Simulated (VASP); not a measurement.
# TiS$_{2}$ (strained measured structure), PBE single-point calculation: Ansatz's output and VASP's

```yaml
crystal:
  lattice:
    - [3.06099, -1.77073, 0.19195]
    - [3.06099, 1.77073, 0.19195]
    - [-0.37277, 0.00000, 5.94981]
  atoms:
    - { symbol: Ti, position: [0.00000, 0.00000, 0.00000] }
    - { symbol: S, position: [0.66665, 0.66665, 0.22790] }
    - { symbol: S, position: [0.33335, 0.33335, 0.77210] }
```

Ansatz printed

```
SCF 1 converged in 7 iterations: F = -4307.622163 eV  dr2 = 4.81e-9
  greatest PAW one-centre occupation: 0.999 electrons in one spin orbital (limit 2), on the Ti atom at site 0 (counted from 0), in its partial waves of l = 0
NSCF: frozen V_eff on 8 k-points
SCF converged after 7 iterations
Free energy (F): -4307.622163 eV
Harris-Foulkes:  -4307.622163 eV  (|F-HF|=1.01e-8)
Internal energy: -4307.622160 eV  (E = F + TS)
E sigma→0 (E₀):  -4307.622161 eV
Entropy (-TS):   -0.000002 eV (-0.001 meV/atom)
Fermi energy:    6.270798 eV
--- Per-component energies (eV) ---
  E_band       = -251.267913
  E_kinetic    = 482.583653
  E_local      = -1773.886956  (includes V_loc(G=0)·N_el)
  E_nonlocal   = 62.420885
  E_hartree    = 726.024416
  E_xc         = -291.445510
  E_vxc        = -296.410099  (∫ρ·V_xc dr)
  E_paw        = -2246.471769  (= ΣΔE_a)
  E_vpaw       = -178.024521  (= ΣTr[D̂ρ^β])
  E_aug_tail   = 0.000126  (compensation charges beyond the density's cutoff)
  E_ewald      = -1266.847005
  E_smearing   = -0.000002  (= −TS)
  E_closure    = -0.000000  (closes the sum)
  Σ components = -4307.622163   (vs F -4307.622163, Δ=0.00e0)
--- Forces (eV/Å), atoms counted from 1 ---
  atom   1  Ti     0.00000000     0.00000000     0.00000000
  atom   2  S     -0.00305709     0.00000000     0.04868880
  atom   3  S      0.00305709    -0.00000000    -0.04868880
  max |Σ_I F_I| component: 6.94e-18 eV/Å
--- Stress (GPa, compression-positive) ---
       -4.559060       0.000000      -0.338129
        0.000000      -4.580228      -0.000000
       -0.338129      -0.000000       0.808560
  P = ⅓ Tr σ = -2.7769 GPa (-27.769 kbar)
--- Band table (eV; the first three rows and the last of 164) ---
  k-point 0: bands = ["-51.5916", "-27.8128", "-27.7664", "-27.7664", "-7.1330", "-5.6102", "1.5573", "3.2718", "3.2718", "6.0484", "6.0716", "6.0716", "6.6068", "6.6068", "7.3215", "9.6826"]
  k-point 1: bands = ["-51.5916", "-27.8128", "-27.7664", "-27.7664", "-7.0592", "-5.7403", "1.9402", "3.2815", "3.2815", "5.2639", "6.0326", "6.0326", "6.6026", "6.6026", "7.5543", "9.7533"]
  k-point 2: bands = ["-51.5916", "-27.8128", "-27.7664", "-27.7664", "-6.9704", "-5.8833", "2.4862", "3.2914", "3.2914", "4.4544", "5.9945", "5.9946", "6.5981", "6.5981", "7.6679", "9.8246"]
  k-point 163: bands = ["-51.5845", "-27.8533", "-27.7963", "-27.7864", "-5.7428", "-5.5643", "1.2564", "2.2596", "3.4769", "3.7441", "4.7078", "4.9534", "6.4225", "7.4631", "7.7186", "9.5637"]
```

The two codes use different PAW datasets and cutoffs. VASP's cell holds 24 valence electrons and Ansatz's 24. Ansatz's stress includes a Pulay correction; VASP's doesn't.

Problem. What does VASP give for the same cell and level of theory?

Solution. gap between bands v and c 0.31 eV; least direct gap 0.53 eV; pressure -2.8 GPa; largest force 0.06 eV/Å.

From OUTCAR

```
k-points           NKPTS =    164   k-points in BZ     NKDIM =    164   number of bands    NBANDS=     19

   NELECT =      24.0000    total number of electrons

   dimension x,y,z NGX =    28 NGY =   28 NGZ =   48
   dimension x,y,z NGXF=    56 NGYF=   56 NGZF=   96

  energy-cutoff  :      520.00
  volume of cell :       64.75
      direct lattice vectors                 reciprocal lattice vectors
     3.060990749 -1.770732687  0.191945358     0.162706578 -0.282368990  0.010193896
     3.060990749  1.770732687  0.191945358     0.162706578  0.282368990  0.010193896
    -0.372767639  0.000000000  5.949810022    -0.010498074  0.000000000  0.167414868

 k-points in reciprocal lattice and weights: KPOINTS created by Atomic Simulation Env
   0.00000000  0.00000000  0.00000000       0.002
   0.08333333 -0.00000000 -0.00000000       0.007
   0.16666667 -0.00000000  0.00000000       0.007
   0.25000000 -0.00000000  0.00000000       0.007
   0.33333333 -0.00000000 -0.00000000       0.007
   0.41666667 -0.00000000 -0.00000000       0.007
   0.50000000 -0.00000000  0.00000000       0.003
   0.08333333  0.08333333 -0.00000000       0.003
   ...

 E-fermi :   4.1670

 k-point     1 :       0.0000    0.0000    0.0000
  band No.  band energies     occupation
      1     -53.7229      2.00000
      2     -29.9410      2.00000
      3     -29.8922      2.00000
      4     -29.8922      2.00000
      5      -9.2213      2.00000
      6      -7.7083      2.00000
      7      -0.5487      2.00000
      8       1.1774      2.00000
      9       1.1774      2.00000
     10       3.9484      1.99996
     11       3.9734      1.99987
     12       3.9735      1.99987
     13       4.5042      0.00000
     14       4.5042      0.00000
     15       5.2134      0.00000
     16       7.5757      0.00000
     17       7.5758      0.00000
     18      10.0464      0.00000
     19      10.3246      0.00000

 k-point     2 :       0.0833   -0.0000   -0.0000
  band No.  band energies     occupation
      1     -53.7224      2.00000
      2     -29.9399      2.00000
      3     -29.8980      2.00000
      4     -29.8935      2.00000
      5      -9.1504      2.00000
      6      -7.6986      2.00000
      7      -0.4616      2.00000
      8       1.0560      2.00000
      9       1.2089      2.00000
     10       3.3696      2.00000
     11       3.6356      2.00000
     12       3.9932      1.99966
     13       4.6816      0.00000
     14       4.8222      0.00000
     15       5.3048      0.00000
     16       7.3470      0.00000
     17       7.5196      0.00000
     18      10.4846      0.00000
     19      10.6447      0.00000

 k-point     3 :       0.1667   -0.0000    0.0000
  band No.  band energies     occupation
      1     -53.7211      2.00000
      2     -29.9370      2.00000
      3     -29.9138      2.00000
      4     -29.8971      2.00000
      5      -8.9474      2.00000
      6      -7.6733      2.00000
      7      -0.2109      2.00000
      8       0.7862      2.00000
      9       1.2915      2.00000
     10       2.3566      2.00000
     11       3.1756      2.00000
     12       3.9341      1.99998
     13       4.7087      0.00000
     14       5.1993      0.00000
     15       5.4914      0.00000
     16       7.0854      0.00000
     17       7.4275      0.00000
     18      11.1458      0.00000
     19      11.4791      0.00000

 k-point     4 :       0.2500   -0.0000    0.0000
  band No.  band energies     occupation
      1     -53.7194      2.00000
      2     -29.9360      2.00000
      3     -29.9323      2.00000
      4     -29.9021      2.00000
      5      -8.6433      2.00000
      6      -7.6435      2.00000
      7       0.1476      2.00000
      8       0.5069      2.00000
      9       1.3702      2.00000
     10       1.3897      2.00000
     11       2.8051      2.00000
     12       3.5407      2.00000
     13       4.6447      0.00000
     14       5.3954      0.00000
     15       5.6478      0.00000
     16       7.1445      0.00000
     17       7.4284      0.00000
     18      11.2759      0.00000
     19      12.1012      0.00000

 k-point     5 :       0.3333   -0.0000   -0.0000
  band No.  band energies     occupation
      1     -53.7176      2.00000
      2     -29.9569      2.00000
      3     -29.9288      2.00000
      4     -29.9070      2.00000
      5      -8.2934      2.00000
      6      -7.6269      2.00000
      7      -0.0184      2.00000
      8       0.5933      2.00000
      9       0.8831      2.00000
     10       1.4552      2.00000
     11       2.5755      2.00000
     12       2.9368      2.00000
     13       4.5654      0.00000
     14       5.4202      0.00000
     15       5.7140      0.00000
     16       7.3795      0.00000
     17       7.5330      0.00000
     18      11.0295      0.00000
     19      11.8902      0.00000

 ...

  Total       -1.8672197     -1.8758731      0.3262722      0.0000000      0.0000000     -0.1381779
  in kB      -46.2013869    -46.4155008      8.0730884      0.0000000      0.0000000     -3.4189917
  external PRESSURE =     -28.1812665 kB  Pullay stress =       0.0000000 kB

 POSITION                                       TOTAL-FORCE (eV/Angst)
 -----------------------------------------------------------------------------------
      0.00000      0.00000      0.00000        -0.000000      0.000000     -0.000000
      3.99629      0.00000      1.61190        -0.003525      0.000000      0.056002
      1.75292      0.00000      4.72180         0.003525      0.000000     -0.056002
 -----------------------------------------------------------------------------------
    total drift:                                0.000000     -0.000000     -0.000000

  FREE ENERGIE OF THE ION-ELECTRON SYSTEM (eV)
  ---------------------------------------------------
  free  energy   TOTEN  =       -19.8847456498 eV

  energy  without entropy=      -19.8847429835  energy(sigma->0) =      -19.88474432
```
